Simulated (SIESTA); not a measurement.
Zn under changes of volume

One of the cells (15.330 Å³/atom); the others are scaled copies at fixed shape and fractional positions:

```
CELL_PARAMETERS angstrom
2.67000 0.00000 0.00000
-1.33500 2.31229 0.00000
0.00000 0.00000 4.96600
ATOMIC_POSITIONS crystal
Zn 0.66667 0.33333 0.75000
Zn 0.33333 0.66667 0.25000
```

| Item | Value |
| --- | --- |
| Program | SIESTA 5.4.2 |
| Functional | LDA |
| Potentials or basis | PseudoDojo 0.4 standard (LDA files) |
| Basis | DZP (energy shift 0.003 Ry; two zetas on semicore shells) |
| Grid cutoff | 800 Ry |
| Energy shift | 0.003 Ry |
| k mesh | 11 × 11 × 6 |
| Occupations | fermi-dirac, width 0.05 eV |
| Spin | no spin polarisation |

```tsv
volume (Å³/atom)	energy over the lowest point (meV/atom)	pressure (GPa)
14.410	0.00	-7.9
14.716	?	?
15.023	36.62	-11.0
15.330	59.01	-12.3
15.636	83.69	-13.4
15.943	110.37	-14.4
16.249	138.76	-15.3
```

Question: What does the run at 14.716 Å³/atom give?

Answer: Energy over the lowest point 16.83 meV/atom; pressure -9.6 GPa.

Worked out: A Birch-Murnaghan fit of order 3 (a polynomial in V^(-2/3)) to the other rows has no minimum within the range. It gives 16.80 meV/atom at 14.716 Å³/atom, against the run's 16.83, and -dE/dV = -9.6 GPa, against -9.6.

Energies are extrapolated to zero smearing.

Caveats: short orbitals over semicore shells can move pressures by several GPa; the basis of atomic orbitals isn't converged, which shifts pressures, moduli and gaps.
